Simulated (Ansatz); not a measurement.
# MoS2 (P6_3/mmc) in Ansatz: a series of runs

One crystal, MoS2, is run at these levels: LDA, PBE, PBEsol, RPBE; tasks: band structure.

All numbers are computed with Ansatz 0.2.0; they aren't measurements. Logs are shortened: lines on timing, memory, paths and dates and some standing lists are left out, and cuts for length are marked.

**Measured values to compare with.**

From “Multiwavelength excitation Raman Scattering Analysis of bulk and 2 dimensional MoS2: Vibrational properties of atomically thin MoS2 layers”, 2015, arxiv:1506.03228, for a bulk crystal of MoS2 at 300 K: band gap 1.3 eV (indirect).

The results are compared with them further down.

**1. Starting point**

It takes space group P6_3/mmc (No. 194, hexagonal). Conventional cell: a = 3.169 Å, b = 3.169 Å, c = 12.324 Å, α = 90.00°, β = 90.00°, γ = 120.00°. Mo (site symmetry -6m2) has 6 S at 2.41 Å as nearest neighbours. S (site symmetry 3m) has 3 Mo at 2.41 Å as nearest neighbours.

**2. Band structure, LDA**

The input, input.yaml:

```yaml
crystal:
  lattice:
    - [3.169, 0.0, 0.0]
    - [-1.5845, 2.7444345046, 0.0]
    - [0.0, 0.0, 12.324]
  atoms:
    - { symbol: Mo, position: [0.6666666667, 0.3333333333, 0.75] }
    - { symbol: Mo, position: [0.3333333333, 0.6666666667, 0.25] }
    - { symbol: S, position: [0.6666666667, 0.3333333333, 0.377] }
    - { symbol: S, position: [0.3333333333, 0.6666666667, 0.877] }
    - { symbol: S, position: [0.6666666667, 0.3333333333, 0.123] }
    - { symbol: S, position: [0.3333333333, 0.6666666667, 0.623] }
hamiltonian:
  xc: lda
  pseudopotentials: { kind: paw }
kpoints:
  mp_grid: { grid: [10, 10, 3] }
  band_path:
    path:
      - [[0.0, 0.0, 0.0], [0.5, 0.0, 0.0], [0.3333333333, 0.3333333333, 0.0], [0.0, 0.0, 0.0], [0.0, 0.0, 0.5], [0.5, 0.0, 0.5], [0.3333333333, 0.3333333333, 0.5], [0.0, 0.0, 0.5]]
      - [[0.5, 0.0, 0.5], [0.5, 0.0, 0.0]]
      - [[0.3333333333, 0.3333333333, 0.0], [0.3333333333, 0.3333333333, 0.5]]
    npoints: 14
scf:
  occupations: { method: fermi_dirac, width: 0.05 }
  n_extra_bands: 15
output:
  forces: true
  stress: true
  eigenvalues: true
  fatbands: true
```

Potentials or basis: Ansatz PAW.

Run with:

```sh
> ansatz run input.yaml --threads 2 --pin off --max-ram 5632MiB --backend cpu --events-out ev --progress --plain --runs-dir out
```

Log:

```text
Warning: RAYON_NUM_THREADS=2 ignored (pool sized by the plan → 2); use --threads N
scf.n_extra_bands = 15 over 26 filled bands (N_el = 52.0): the run solves 41 bands
Engine: ansatz 0.2.0, aarch64-unknown-linux-gnu
Pseudopotentials: kind: paw
Pseudopotential: Mo, paw, valence charge 14, recommended cutoff 420 eV (normal), Mo.paw.azcp
Pseudopotential: S, paw, valence charge 6, recommended cutoff 420 eV (normal), S.paw.azcp
Functional definition: SPW92
  exchange = slater_x
  correlation = pw_c
Crystal: 6 atoms, lattice volume = 107.183 Å³
Basis set: ecut = 420 eV, 2081 PW (Γ)
Bands: 41, of which v1, the nominal top of the filled ones, is band 26 counted from 1 (25 counted from 0)
Symmetry: 24 space group operations
Space group: P63/mmc (ITA 194), of the structure as read, at distance tolerance 4.8e-5 Å
k-points: 28 of 300
Non-local potential: Mo, projectors of the file, l = 0: 3, l = 1: 2, l = 2: 2, l = 3: 1
Non-local potential: S, projectors of the file, l = 0: 2, l = 1: 2, l = 2: 2
PAW form: soft (Blöchl's): semilocal exchange-correlation on the pseudo side does not see the compensation charge
PAW frozen core: Mo, regenerated for the run's functional, and the local potential with it (the file was generated under x = pbe(κ = 0.804, μ = 0.2195149727645171), c = pbe(β = 0.06672455060314922))
PAW frozen core: S, regenerated for the run's functional, and the local potential with it (the file was generated under x = pbe(κ = 0.804, μ = 0.2195149727645171), c = pbe(β = 0.06672455060314922))
PAW one-centre angular grid: Mo, 590 points (default); XC on 64 Gauss nodes
PAW one-centre angular grid: S, 110 points (default); XC on 64 Gauss nodes
Initial density: superposition of atomic densities (neutral atoms: chi_scale 0, normalization atom), corrected by the library's trained network
Initial wavefunctions: pseudopotential atomic-orbital guess
Functional: x = slater, c = lda
SCF iter   1: F=—  HF=-13169.702319 eV  |F-HF|=—  |Δ(HF+E_count)|=         —  Δρ=7.53e-3  dr2=3.00e-2  ethr=1.77e-3  ⟨swp⟩=6.3  Hψ=5244  notcnv=0  defer=34
preconditioner: auto → Resta (q_TF=auto, 2.418 Å⁻¹)  ε∞=5.1  [insulator: Δε(μ)=0.846 eV  Ē_g=10.674 eV  σ=0.050 eV  W_gap=1.00  n_scr=26 (ndim 8)  ℏωp=21.5 eV  f_vac=0.016  D(μ)=0.00/eV (n_scr^D=0)  ε∞_Penn≈5.1]
SCF iter   2: F=—  HF=-13169.703026 eV  |F-HF|=—  |Δ(HF+E_count)|=   7.07e-4  Δρ=4.15e-3  dr2=7.39e-3  ethr=5.76e-5  ⟨swp⟩=1.8  Hψ=1657  notcnv=0  defer=91
SCF iter   3: F=—  HF=-13169.703360 eV  |F-HF|=—  |Δ(HF+E_count)|=   3.34e-4  Δρ=2.02e-3  dr2=2.64e-3  ethr=1.42e-5  ⟨swp⟩=1.9  Hψ=1174  notcnv=0  defer=91
SCF iter   4: F=—  HF=-13169.703311 eV  |F-HF|=—  |Δ(HF+E_count)|=   4.88e-5  Δρ=2.17e-4  dr2=1.62e-4  ethr=5.07e-6  ⟨swp⟩=2.4  Hψ=1276  notcnv=0  defer=91
SCF iter   5: F=—  HF=-13169.703302 eV  |F-HF|=—  |Δ(HF+E_count)|=   9.32e-6  Δρ=8.22e-5  dr2=1.36e-5  ethr=3.11e-7  ⟨swp⟩=2.0  Hψ=1340  notcnv=0  defer=91
SCF iter   6: F=—  HF=-13169.703303 eV  |F-HF|=—  |Δ(HF+E_count)|=   1.71e-6  Δρ=3.65e-5  dr2=3.59e-6  ethr=2.61e-8  ⟨swp⟩=2.1  Hψ=1424  notcnv=0  defer=91
SCF iter   7: F=-13169.703303 eV  HF=-13169.703303 eV  |F-HF|=1.54e-8  |Δ(HF+E_count)|=   4.70e-7  Δρ=3.83e-6  dr2=3.69e-8  ethr=1.92e-10  ⟨swp⟩=9.5  Hψ=5665  notcnv=0
SCF 1 converged in 7 iterations: F = -13169.703303 eV  dr2 = 3.69e-8
NSCF: frozen V_eff on 129 k-points
SCF converged after 7 iterations
Free energy (F): -13169.703303 eV
Harris-Foulkes:  -13169.703303 eV  (|F-HF|=1.54e-8)
Internal energy: -13169.703298 eV  (E = F + TS)
E sigma→0 (E₀):  -13169.703301 eV
Entropy (-TS):   -0.000005 eV (-0.001 meV/atom)
Fermi energy:    11.044673 eV
--- Per-component energies (eV) ---
  E_band       = -322.812806
  E_kinetic    = 1312.697302
  E_local      = -3939.038602  (includes V_loc(G=0)·N_el)
  E_nonlocal   = 412.297867
  E_hartree    = 1508.577759
  E_xc         = -751.284666
  E_vxc        = -810.098334  (∫ρ·V_xc dr)
  E_paw        = -8453.294989  (= ΣΔE_a)
  E_vpaw       = -315.837019  (= ΣTr[D̂ρ^β])
  E_aug_tail   = 0.000055  (compensation charges beyond the density's cutoff)
  E_ewald      = -3261.216446
  E_core_change = 1.558423  (= ΣΔE_core)
  E_smearing   = -0.000005  (= −TS)
  E_closure    = -0.000000  (closes the sum)
  Σ components = -13169.703303   (vs F -13169.703303, Δ=0.00e0)
--- Forces (eV/Å), atoms counted from 1 ---
  atom   1  Mo    -0.00000000     0.00000000     0.00000000
  atom   2  Mo    -0.00000000    -0.00000000     0.00000000
  atom   3  S      0.00000000    -0.00000000    -0.48114511
  atom   4  S     -0.00000000     0.00000000    -0.48114511
  atom   5  S      0.00000000    -0.00000000     0.48114511
  atom   6  S      0.00000000     0.00000000     0.48114511
  max |Σ_I F_I| component: 2.54e-17 eV/Å
--- Stress (GPa, compression-positive) ---
       -5.826352       0.000000      -0.000000
        0.000000      -5.826352      -0.000000
        0.000000      -0.000000      -5.379048
  P = ⅓ Tr σ = -5.6773 GPa (-56.773 kbar)
--- Band table (eV; the first three rows and the last of 28) ---
  k-point 0: bands = ["-50.7152", "-50.7152", "-24.9292", "-24.9291", "-24.6945", "-24.6945", "-24.6945", "-24.6945", "-4.2505", "-3.9740", "-3.0273", "-2.5700", "3.7647", "4.8334", "7.1149", "7.3808", "7.3808", "7.3937", "7.3937", "8.4818", "8.4818", "8.5284", "8.5284", "9.4653", "9.5075", "10.6696", "12.7469", "12.7469", "12.7745", "12.7745", "12.9244", "12.9244", "13.0999", "13.0999", "16.0644", "16.2185", "18.5970", "19.0689", "19.1391", "20.4643", "20.4643"]
  k-point 1: bands = ["-50.7152", "-50.7152", "-24.9292", "-24.9291", "-24.6946", "-24.6946", "-24.6945", "-24.6945", "-4.1954", "-4.0615", "-2.8968", "-2.6725", "3.9765", "4.4874", "7.3840", "7.3840", "7.3904", "7.3904", "7.6076", "8.4934", "8.4934", "8.5167", "8.5167", "8.5591", "10.1732", "10.5538", "12.7485", "12.7485", "12.7598", "12.7598", "12.9758", "12.9758", "13.0610", "13.0610", "16.1092", "16.1858", "18.7216", "18.9907", "19.3413", "20.0460", "20.5603"]
  k-point 2: bands = ["-50.7114", "-50.7114", "-24.9217", "-24.9216", "-24.7331", "-24.7331", "-24.7033", "-24.7033", "-4.0986", "-3.8245", "-2.9546", "-2.5168", "3.9374", "5.0005", "6.8361", "7.0482", "7.0744", "7.5336", "7.5546", "7.9627", "8.2455", "8.2990", "8.6258", "9.4816", "9.6682", "10.3731", "12.5727", "12.6112", "12.6483", "12.7431", "12.8007", "12.9491", "12.9744", "13.0523", "16.7524", "16.8943", "19.0737", "19.1877", "19.7794", "20.1567", "20.5386"]
  k-point 27: bands = ["-50.6707", "-50.6707", "-25.0065", "-25.0064", "-24.9201", "-24.9201", "-24.8413", "-24.8413", "-1.9605", "-1.9382", "-1.8729", "-1.8511", "4.5469", "4.6262", "5.0277", "5.1072", "6.0717", "6.1218", "6.3235", "6.4091", "7.0237", "7.1910", "7.8629", "8.0595", "9.7866", "9.8693", "11.8013", "11.8388", "12.6792", "13.1230", "13.3837", "13.4318", "14.6450", "14.8384", "16.8689", "17.3273", "17.8885", "18.1857", "19.2867", "19.4215", "20.9524"]
```

It took 14 s on 2 threads of Arm Neoverse V1, shared host; peak memory 0.5 GiB.

Results:

```yaml
Free_energy: -13169.7033 eV
Pressure: -5.7 GPa
Largest_force: 0.481 eV/Å
Band_gap_on_the_k_mesh: 0.85 eV, indirect (least direct gap 1.86 eV)
Band_gap_along_the_path: 0.81 eV, indirect (least direct gap 1.65 eV)
```

Forces in eV/Å, atoms in the order of the input:
```
Mo   0.000  0.000  0.000
Mo   0.000  0.000  0.000
S    0.000  0.000 -0.481
S    0.000  0.000 -0.481
S    0.000  0.000  0.481
S    0.000  0.000  0.481
```

Stress tensor (GPa, compression positive):
```
-5.83  0.00  0.00
 0.00 -5.83  0.00
 0.00  0.00 -5.38
```

Levels at the corners of the path, in eV from the valence-band top:
```
point  band 24  band 25  band 26  band 27  band 28  band 29
    Γ    -1.20    -1.16     0.00     2.08     2.08     2.10
    M    -1.52    -1.42    -1.30     1.57     1.61     1.95
    K    -2.67    -0.81    -0.63     1.02     1.02     1.74
    Γ    -1.20    -1.16     0.00     2.08     2.08     2.10
    A    -2.16    -0.27    -0.27     2.08     2.08     2.08
    L    -1.62    -1.35    -1.35     1.59     1.59     2.10
    H    -2.86    -0.73    -0.73     1.02     1.02     2.22
    A    -2.16    -0.27    -0.27     2.08     2.08     2.08
    L    -1.62    -1.35    -1.35     1.59     1.59     2.10
    M    -1.52    -1.42    -1.30     1.57     1.61     1.95
    K    -2.67    -0.81    -0.63     1.02     1.02     1.74
    H    -2.86    -0.73    -0.73     1.02     1.02     2.22
```

Caveat: the PAW data sets come from PBE, with cores solved anew for the run's functional, which leaves a small shift of forces and pressure.

**3. Band structure, PBE**

Edit input.yaml of step 2 so:

```diff
@@ -13,3 +13,3 @@
 hamiltonian:
-  xc: lda
+  xc: pbe
   pseudopotentials: { kind: paw }
@@ -30,2 +30,2 @@
   eigenvalues: true
-  fatbands: true
+  fatbands: false
```

Potentials or basis: Ansatz PAW.

Run with:

```sh
> ansatz run input.yaml --threads 2 --pin off --max-ram 5632MiB --backend cpu --events-out ev --progress --plain --runs-dir out
```

Wall time 10 s (2 threads of Arm Neoverse V1, shared host); peak memory 0.51 GiB.

The run converged. Its results:

| Property | Result |
| --- | --- |
| Free energy | -13525.5413 eV |
| Pressure | 2.0 GPa |
| Largest force | 0.065 eV/Å |
| Band gap on the k mesh | 0.93 eV, indirect (least direct gap 1.87 eV) |
| Band gap along the path | 0.88 eV, indirect (least direct gap 1.65 eV) |

Forces in eV/Å, atoms in the order of the input:
```
Mo   0.000  0.000  0.000
Mo   0.000  0.000  0.000
S    0.000  0.000 -0.065
S    0.000  0.000 -0.065
S    0.000  0.000  0.065
S    0.000  0.000  0.065
```

Stress tensor (GPa, compression positive):
```
1.85 0.00 0.00
0.00 1.85 0.00
0.00 0.00 2.26
```

Levels at the corners of the path, in eV from the valence-band top:
```tsv
point	band 24	band 25	band 26	band 27	band 28	band 29
Γ	-1.19	-1.15	0.00	2.10	2.10	2.13
M	-1.53	-1.40	-1.28	1.60	1.64	2.00
K	-2.70	-0.77	-0.61	1.05	1.05	1.84
Γ	-1.19	-1.15	0.00	2.10	2.10	2.13
A	-2.15	-0.27	-0.27	2.10	2.10	2.10
L	-1.63	-1.33	-1.33	1.62	1.62	2.14
H	-2.87	-0.70	-0.70	1.05	1.05	2.30
A	-2.15	-0.27	-0.27	2.10	2.10	2.10
L	-1.63	-1.33	-1.33	1.62	1.62	2.14
M	-1.53	-1.40	-1.28	1.60	1.64	2.00
K	-2.70	-0.77	-0.61	1.05	1.05	1.84
H	-2.87	-0.70	-0.70	1.05	1.05	2.30
```

Caveat: this functional lacks dispersion, which binds the layers, so the pressure and a relaxed spacing across them are unreliable.

[end of part 1 of 2]
